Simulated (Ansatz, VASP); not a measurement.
One calculation of HgTe, two programs

INCAR

```
PREC     = Accurate       # precision mode
ENCUT    = 520            # plane-wave cutoff, eV
EDIFF    = 1E-7           # SCF threshold, eV
ISMEAR   = -1             # smearing method
SIGMA    = 0.08           # smearing width, eV
LREAL    = F              # projectors in reciprocal space
LASPH    = T              # aspherical terms in the spheres
NELM     = 80             # most SCF steps
ALGO     = Normal         # electronic algorithm
ISIF     = 2              # what is computed and relaxed
LWAVE    = F              # write WAVECAR
LCHARG   = F              # write CHGCAR
GGA      = PE             # functional
NBANDS   = 16             # bands
```

File KPOINTS:

```
Automatic mesh
0
Gamma
  10 10 10
```

File POSCAR:

```
HgTe
1.0
    0.0000000000      2.9215000000      2.9215000000
    2.9215000000      0.0000000000      2.9215000000
    2.9215000000      2.9215000000      0.0000000000
Hg Te
1 1
Direct
    0.0000000000      0.0000000000      0.0000000000
    0.5000000000      0.5000000000      0.5000000000
```

Input for Ansatz:

```yaml
crystal:
  lattice:
    - [0.0, 2.9215, 2.9215]
    - [2.9215, 0.0, 2.9215]
    - [2.9215, 2.9215, 0.0]
  atoms:
    - { symbol: Hg, position: [0.0, 0.0, 0.0] }
    - { symbol: Te, position: [0.5, 0.5, 0.5] }
kpoints:
  mp_grid: { grid: [10, 10, 10] }
  band_path:
    path:
      - [0.0, 0.0, 0.0]
      - [0.5, 0.0, 0.5]
      - [0.625, 0.25, 0.625]
      - [0.375, 0.375, 0.75]
      - [0.0, 0.0, 0.0]
      - [0.5, 0.5, 0.5]
      - [0.5, 0.25, 0.75]
      - [0.5, 0.0, 0.5]
    npoints: 8
scf:
  occupations: { method: fermi_dirac, width: 0.08 }
hamiltonian:
  xc: pbe
  pseudopotentials: { kind: all_electron, lapw: { basis_error: 0.001 } }
output:
  forces: true
  stress: true
  eigenvalues: true
  fatbands: true
  populations: true
  dos: { projected: true, de: 0.2, e_range: [-14, 8] }
```

Measurements of this composition are mostly on another form, of space group No. 216.

Alike in both runs: task single point; functional PBE; k mesh 10 × 10 × 10; occupations fermi-dirac, width 0.08 eV; no spin polarisation.

```csv
,VASP,Ansatz
version,VASP 6.6.1,Ansatz 0.2.0
potentials or method,"VASP PAW PBE potentials, release 64 (Hg, Te)","all-electron LAPW, scalar-relativistic"
plane-wave cutoff (eV),520,see its input
```

VASP gave:

```
pressure (GPa) : 10.6
```

Problem. Which values does Ansatz return?

Solution. Pressure (GPa): 10.4.

Ansatz ran all-electron here, so the differences hold the error of VASP's frozen core and of both bases.

The runs have no spin-orbit coupling, so splittings on Hg, Te are missing.
